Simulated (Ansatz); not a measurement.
**Sn (Fd-3m) under several functionals**

**The experiment to reproduce.**

“Unusual Valence State in the Antiperovskites Sr3SnO and Sr3PbO Revealed by X-ray Photoelectron Spectroscopy”, 2019, arxiv:1909.12270 quotes, for a bulk crystal of Sn: lattice constant a 6.489 Å.

Plane-wave DFT in Ansatz with scalar-relativistic PAW potentials. The same structure was relaxed (cell and atoms, symmetry kept) in separate runs at each level. No spin polarisation.

```tsv
level	cutoff (eV)	k mesh	V (Å³/atom)	a (Å)
LDA	420	12×12×12	33.919	6.474
PBEsol	420	12×12×12	34.991	6.542
r2SCAN	500	12×12×12	35.388	6.566
PBE	420	12×12×12	36.864	6.656
```

Task: Where does PBE+D3(BJ) (420 eV, k mesh 12×12×12) fall?

Result: V (Å³/atom) 35.507, a (Å) 6.574. Its volume is between those of r2SCAN and PBE. The usual order of volumes, LDA < PBEsol < PBE, holds here (33.919, 34.991, 36.864 Å³/atom). As a rule LDA overbinds; PBEsol, built on the gradient expansion of slowly varying densities, lies between LDA and PBE; PBE's stronger gradient term for exchange weakens bonds. Adding D3 to PBE changes the volume by -3.7 %; the term is attractive, so it pulls cells in. In metals the pairwise form ignores screening by the conduction electrons and often pulls in too far. r2SCAN lies 4.0 % under PBE in volume.

For PBE: Measured lattice constant a of Sn: 6.489 Å (quoted in “Unusual Valence State in the Antiperovskites Sr3SnO and Sr3PbO Revealed by X-ray Photoelectron Spectroscopy”, 2019, arxiv:1909.12270). This calculation gives 6.656 Å (+2.6 %). The calculations are for 0 K without zero-point motion.